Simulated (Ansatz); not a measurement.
# Where the states of BN lie

```xyz
4
Lattice="2.5100 0.0000 0.0000 -1.2550 2.1737 0.0000 0.0000 0.0000 6.6900" Properties=species:S:1:pos:R:3 pbc="T T T"
B     0.0000    0.0000    3.3450
B     0.0000    1.4491    0.0000
N     0.0000    0.0000    0.0000
N     1.2550    0.7246    3.3450
```

The conventional cell has a = 2.510 Å, b = 2.510 Å, c = 6.690 Å, α = 90.00°, β = 90.00°, γ = 120.00°. B (atom 1) is surrounded by 3 N at 1.45 Å. Around B (atom 2) lie 3 N at 1.45 Å. N (atom 3) has 3 B at 1.45 Å as nearest neighbours. N (atom 4) has 3 B at 1.45 Å as nearest neighbours.

The cell is COD entry 1010602, as deposited and not checked against the literature; nothing was relaxed. It is an old determination, and later ones may differ.

These are results of Ansatz 0.2.0, DFT, PBE, all-electron LAPW, scalar-relativistic, not measurements.

Settings: a Γ-centred 11×11×4 k mesh, Fermi–Dirac smearing of 0.03 eV, basis error target 1 meV/atom, no spin polarisation.

**Question.** Which of the resolved shells contributes most in the top eV of the valence band?

**Answer.** N 2p, with 89 % of all states there; B 2p follows with 10 %.

**Question.** Tabulate the density of states.

**Answer.** States per eV and cell, averaged over 0.6 eV, from -5.8 to 0.0 eV, with energies (bin centres) from the valence-band top; empty bins are left out. The partial columns, the largest 3 alone, are projections on Löwdin-orthogonalised atomic shells (those that the program's projection atoms carry: the occupied ones and, for some elements, an empty d or f shell; other empty shells have no column), summed over atoms of an element. Weights on diffuse s and p shells depend on that basis and aren't pure angular character.
```tsv
E (eV)	total	N 2p	B 2p	B 2s
-5.6	1.28	0.81	0.31	0.12
-5.0	1.64	1.04	0.44	0.11
-4.4	2.18	1.41	0.66	0.08
-3.8	1.69	1.11	0.52	0.04
-3.2	1.67	1.14	0.48	0.04
-2.6	1.62	1.14	0.45	0.02
-2.0	1.49	1.10	0.37	0.01
-1.4	1.31	1.03	0.27	0.00
-0.8	1.27	1.08	0.17	0.00
-0.2	0.53	0.50	0.03	0.00
```
